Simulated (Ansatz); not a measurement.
Runs of Ansatz 0.2.0 on Pt. It takes space group Fm-3m (No. 225, cubic). The conventional cell has a = 3.922 Å, b = 3.922 Å, c = 3.922 Å, α = 90.00°, β = 90.00°, γ = 90.00°. Pt (site symmetry m-3m) is surrounded by 12 Pt at 2.77 Å. 

```tsv
task	level	k mesh	smearing	atoms under strain	points for each segment of the path	mesh quality	gap on the mesh (eV)	pressure (GPa)
elastic constants	PBE	9 × 9 × 9	fermi-dirac 0.05 eV	relaxed	-	not flagged	none	(a)
band structure	HSE06	6 × 6 × 6	fermi-dirac 0.05 eV	-	4	coarse	none	-2.3
single point	PBE	12 × 12 × 12	gaussian 0.027 eV	-	-	not flagged	none	10.2
elastic constants	LDA	9 × 9 × 9	fermi-dirac 0.05 eV	clamped	-	not flagged	none	-6.6
single point	PBE	12 × 12 × 12	gaussian 0.028 eV	-	-	not flagged	none	10.2
```

Alike in all rows: potentials or basis Ansatz PAW; no spin polarisation; cell as given; cutoff (eV) 420.

Task: Fill in the values left out.

Result: (a) 9.7.

Caveats: some runs use coarse meshes; the cell is more than 3 GPa from zero pressure, which shifts response properties (some runs); elastic constants of metals need much finer meshes, so these are rough (some runs); the PAW data sets come from PBE, with cores solved anew for the run's functional, which leaves a small shift of forces and pressure (some runs); spin-orbit coupling is left out, which moves the levels of the heavy elements (some runs); the thresholds are loose for stress (some runs).

A k mesh can miss the band edges, and the runs leave out spin-orbit coupling on Pt.

A gap of «none» marks a metal or a gap under the smearing width.
